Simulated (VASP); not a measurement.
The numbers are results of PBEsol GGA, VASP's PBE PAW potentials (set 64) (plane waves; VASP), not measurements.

The input files of a VASP run:

### INCAR
```
GGA=PS   # PBEsol
LMAXMIX=4   # l cut-off of mixed one-centre charges
NELM=100
ENCUT=600
LREAL=F
ALGO=Normal
LASPH=T   # aspherical one-centre terms
EDIFF=1E-7
SYSTEM=InN
LWAVE=F
SIGMA=0.1   # width (eV)
ISMEAR=1   # Methfessel-Paxton
LCHARG=F
PREC=Accurate
ISIF=2   # forces and stress, cell fixed
```

**KPOINTS**
```
Automatic mesh
0
Gamma
10 10 6
0 0 0
```

**POSCAR**
```
InN
1
    1.6982948176    -2.9415329781     0.0000000000
    1.6982948176     2.9415329781     0.0000000000
    0.0000000000     0.0000000000     5.4834052378
In N
2 2
Direct
  0.6666670000   0.3333330000   0.4998915258
  0.3333330000   0.6666670000   0.9998915258
  0.6666670000   0.3333330000   0.8791084742
  0.3333330000   0.6666670000   0.3791084742
```

POTCAR, in this order: In_d N (PBE.64 set). Program: vasp_std.

The resulting files:

File OUTCAR:
```
 ion  position               nearest neighbor table
   1  0.667  0.333  0.500-   4 2.07   4 2.07   4 2.07   3 2.08   2 3.37   2 3.37   2 3.37   2 3.37
                             2 3.37   2 3.37
   2  0.333  0.667  1.000-   3 2.07   3 2.07   3 2.07   4 2.08   1 3.37   1 3.37   1 3.37   1 3.37
                             1 3.37   1 3.37
   3  0.667  0.333  0.879-   2 2.07   2 2.07   2 2.07   1 2.08
   4  0.333  0.667  0.379-   1 2.07   1 2.07   1 2.07   2 2.08
  LATTYP: Found a hexagonal cell.
 ALAT       =     3.3965896939
 C/A-ratio  =     1.6143855255
 Subroutine PRICEL returns:
 Original cell was already a primitive cell.
 Subroutine GETGRP returns: Found 12 space group operations
The static configuration has the point symmetry C_3v.
 The point group associated with its full space group is C_6v.
The dynamic configuration has the point symmetry C_3v.
 Subroutine INISYM returns: Found 12 space group operations
 Subroutine IBZKPT returns following result:
 Found     56 irreducible k-points:

 Following reciprocal coordinates:
            Coordinates               Weight
  0.000000  0.000000  0.000000      1.000000
  0.100000 -0.000000  0.000000      6.000000
  0.200000 -0.000000  0.000000      6.000000
  0.300000  0.000000  0.000000      6.000000
  0.400000 -0.000000  0.000000      6.000000
  0.500000 -0.000000  0.000000      3.000000
  0.100000  0.100000  0.000000      6.000000
  0.200000  0.100000  0.000000     12.000000
  0.300000  0.100000  0.000000     12.000000
  0.400000  0.100000  0.000000     12.000000
  0.200000  0.200000  0.000000      6.000000
  0.300000  0.200000  0.000000     12.000000
  0.400000  0.200000  0.000000      6.000000
  0.300000  0.300000  0.000000      6.000000
  0.000000  0.000000  0.166667      2.000000
  0.100000 -0.000000  0.166667     12.000000
  0.200000 -0.000000  0.166667     12.000000
  0.300000  0.000000  0.166667     12.000000
  0.400000 -0.000000  0.166667     12.000000
  0.500000 -0.000000  0.166667      6.000000
  0.100000  0.100000  0.166667     12.000000
  0.200000  0.100000  0.166667     24.000000
  0.300000  0.100000  0.166667     24.000000
  0.400000  0.100000  0.166667     24.000000
  0.200000  0.200000  0.166667     12.000000
  0.300000  0.200000  0.166667     24.000000
  0.400000  0.200000  0.166667     12.000000
  0.300000  0.300000  0.166667     12.000000
  0.000000  0.000000  0.333333      2.000000
  0.100000 -0.000000  0.333333     12.000000
  0.200000 -0.000000  0.333333     12.000000
  0.300000  0.000000  0.333333     12.000000
  0.400000 -0.000000  0.333333     12.000000
  0.500000 -0.000000  0.333333      6.000000
  0.100000  0.100000  0.333333     12.000000
  0.200000  0.100000  0.333333     24.000000
  0.300000  0.100000  0.333333     24.000000
  0.400000  0.100000  0.333333     24.000000
  0.200000  0.200000  0.333333     12.000000
  0.300000  0.200000  0.333333     24.000000
   k-points           NKPTS =     56   k-points in BZ     NKDIM =     56   number of bands    NBANDS=     22
   number of dos      NEDOS =    301   number of ions     NIONS =      4
   total plane-waves  NPLWV =  37632
   dimension x,y,z NGX =    28 NGY =   28 NGZ =   48
   dimension x,y,z NGXF=    56 NGYF=   56 NGZF=   96
   ions per type =               2   2
   PREC   = accura    normal or accurate (medium, high low for compatibility)
   ISTART =      0    job   : 0-new  1-cont  2-samecut
   ICHARG =      2    charge: 1-file 2-atom 10-const
   ISPIN  =      1    spin polarized calculation?
   LNONCOLLINEAR =      F non collinear calculations
   LSORBIT =      F    spin-orbit coupling
   INIWAV =      1    electr: 0-lowe 1-rand  2-diag
...
```

### OSZICAR
```
       N       E                     dE             d eps       ncg     rms          rms(c)
DAV:   1     0.369580139572E+03    0.36958E+03   -0.20149E+04  2472   0.264E+03
DAV:   2     0.220394791585E+02   -0.34754E+03   -0.33891E+03  2548   0.522E+02
DAV:   3    -0.254112668198E+02   -0.47451E+02   -0.46567E+02  3216   0.198E+02
DAV:   4    -0.272294266215E+02   -0.18182E+01   -0.18113E+01  3068   0.405E+01
DAV:   5    -0.272825364067E+02   -0.53110E-01   -0.53095E-01  3144   0.659E+00    0.163E+01
DAV:   6    -0.226092552734E+02    0.46733E+01   -0.17451E+01  4334   0.665E+01    0.114E+01
DAV:   7    -0.227743143139E+02   -0.16506E+00   -0.25145E+00  2584   0.125E+01    0.354E+00
DAV:   8    -0.227277495913E+02    0.46565E-01   -0.17473E-01  3950   0.603E+00    0.181E+00
DAV:   9    -0.227124715444E+02    0.15278E-01   -0.39478E-02  3974   0.330E+00    0.379E-01
DAV:  10    -0.227119369429E+02    0.53460E-03   -0.32395E-03  3886   0.860E-01    0.249E-01
DAV:  11    -0.227121409468E+02   -0.20400E-03   -0.33709E-03  4172   0.662E-01    0.111E-01
DAV:  12    -0.227119795301E+02    0.16142E-03   -0.81000E-04  3804   0.389E-01    0.442E-02
DAV:  13    -0.227119858115E+02   -0.62814E-05   -0.61182E-05  2856   0.608E-02    0.231E-02
DAV:  14    -0.227119869642E+02   -0.11526E-05   -0.26587E-06  3978   0.214E-02    0.145E-02
DAV:  15    -0.227119855802E+02    0.13840E-05   -0.46627E-06  3264   0.322E-02    0.200E-03
DAV:  16    -0.227119856076E+02   -0.27405E-07   -0.55391E-07  2706   0.573E-03
   1 F= -.22711986E+02 E0= -.22712063E+02  d E =0.230819E-03
```

File OUTCAR:
```
------------------------ aborting loop because EDIFF is reached ----------------------------------------
  FORCE on cell =-STRESS in cart. coord.  units (eV):
  Direction    XX          YY          ZZ          XY          YZ          ZX
  --------------------------------------------------------------------------------------
  Total        7.6242656      7.6242660      7.4087862      0.0000000      0.0000000      0.0000000
  in kB      222.9674441    222.9674544    216.6658676      0.0000000      0.0000000      0.0000000
  external PRESSURE =     220.8669220 kB  Pullay stress =       0.0000000 kB
  volume of cell :       54.79
      direct lattice vectors                 reciprocal lattice vectors
     1.698294818 -2.941532978  0.000000000     0.294412958 -0.169979396  0.000000000
     1.698294818  2.941532978  0.000000000     0.294412958  0.169979396  0.000000000
     0.000000000  0.000000000  5.483405238     0.000000000  0.000000000  0.182368429
 POSITION                                       TOTAL-FORCE (eV/Angst)
 -----------------------------------------------------------------------------------
      1.69829     -0.98051      2.74111        -0.000000      0.000000      0.008110
      1.69829      0.98051      5.48281        -0.000000     -0.000000      0.008110
      1.69829     -0.98051      4.82051         0.000000      0.000000     -0.008110
      1.69829      0.98051      2.07881        -0.000000     -0.000000     -0.008110
 -----------------------------------------------------------------------------------
    total drift:                               -0.000000      0.001409     -0.000131
  FREE ENERGIE OF THE ION-ELECTRON SYSTEM (eV)
  ---------------------------------------------------
  free  energy   TOTEN  =       -22.7119856076 eV

  energy  without entropy=      -22.7122164269  energy(sigma->0) =      -22.71206255
```
(Selected blocks of OUTCAR.)

The compound is InN in the wurtzite structure. This cell was strained or had an atom moved on purpose.
